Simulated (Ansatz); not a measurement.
Runs of Ansatz 0.2.0 on Ni. The structure is cubic, space group Im-3m (No. 229). Conventional cell: a = 2.767 Å, b = 2.767 Å, c = 2.767 Å, α = 90.00°, β = 90.00°, γ = 90.00°. Ni (site symmetry m-3m) is surrounded by 8 Ni at 2.40 Å. This isn't the form of Ni at room conditions, which is fcc.

```csv
task,level,potentials or basis,U,cell,k mesh,cutoff (eV),smearing,hubbard projectors,double counting,points for each segment of the path,driver,mesh quality,gap on the mesh (eV),pressure (GPa),moment (μB),relaxed volume (Å³/atom)
relaxation of cell and atoms,PBEsol+D3(BJ),Ansatz PAW,-,relaxed,13 × 13 × 13,420,fermi-dirac 0.05 eV,-,-,-,-,not flagged,none,0.0,0.56,(c)
relaxation of cell and atoms,PBEsol+D4,Ansatz PAW,-,relaxed,13 × 13 × 13,420,fermi-dirac 0.05 eV,-,-,-,-,not flagged,none,0.0,0.57,10.30
single point,r2SCAN+D4+U,Ansatz PAW,Ni d U = 3 eV,as given,13 × 13 × 13,500,cold 0.1 eV,ortho-atomic,fll (the default),-,-,not flagged,none,-1.3,(a),-
relaxation of cell and atoms,HSEsol,Ansatz PAW,-,relaxed,7 × 7 × 7,420,fermi-dirac 0.05 eV,-,-,-,-,coarse,none,-,0.86,10.54
single point,r2SCANh,Ansatz PAW,-,as given,7 × 7 × 7,500,fermi-dirac 0.05 eV,-,-,-,-,coarse,none,-,0.53,-
band structure,HSE06,Ansatz PAW,-,as given,7 × 7 × 7,420,fermi-dirac 0.05 eV,-,-,4,-,coarse,none,-,0.86,-
band structure,PBEsol,Ansatz PAW,-,as given,13 × 13 × 13,420,fermi-dirac 0.05 eV,-,-,14,-,not flagged,none,-2.4,0.59,-
band structure,LDA,Ansatz PAW,-,as given,13 × 13 × 13,420,fermi-dirac 0.05 eV,-,-,14,-,not flagged,none,-10.3,0.55,-
relaxation of cell and atoms,LDA,Ansatz PAW,-,relaxed,13 × 13 × 13,420,fermi-dirac 0.05 eV,-,-,-,-,not flagged,none,0.0,0.24,(b)
single point,B3LYP,Ansatz PAW,-,as given,7 × 7 × 7,420,fermi-dirac 0.05 eV,-,-,-,-,coarse,none,-,0.53,-
phonons,LDA,Ansatz PAW,-,as given,10 × 10 × 10,420,fermi-dirac 0.05 eV,-,-,-,-,not flagged,none,-,0.09,-
projected density of states,PBEsol+D3(BJ)+ATM+U,PseudoDojo standard,Ni d U = 2 eV,as given,13 × 13 × 13,1333,cold 0.01 eV,ortho-atomic,fll (the default),-,chain,not flagged,none,-7.0,0.63,-
```

Alike in all rows: spin collinear, ferromagnetic start.

Q: Fill in the values left out.

A: (a) 0.65; (b) 10.06; (c) 10.17.

Caveats: some runs use coarse meshes; the PAW data sets come from PBE, with cores solved anew for the run's functional, which leaves a small shift of forces and pressure (some runs); the magnetic or orbital state may not be the lowest (some runs); the plane-wave basis is chosen anew once the cell has moved, so the energies of steps on either side of that aren't comparable (some runs); pairwise dispersion overbinds metals, which lowers pressure and volume (some runs); the U is typed as a test and isn't derived for this compound (some runs); the potentials were made for another functional, which shifts forces and pressure (some runs); the density of states is complete only up to the lowest level of the last band computed (some runs).

A k mesh can miss the band edges.

A gap of «none» marks a metal or a gap under the smearing width.

Not every run made on this cell is shown here.
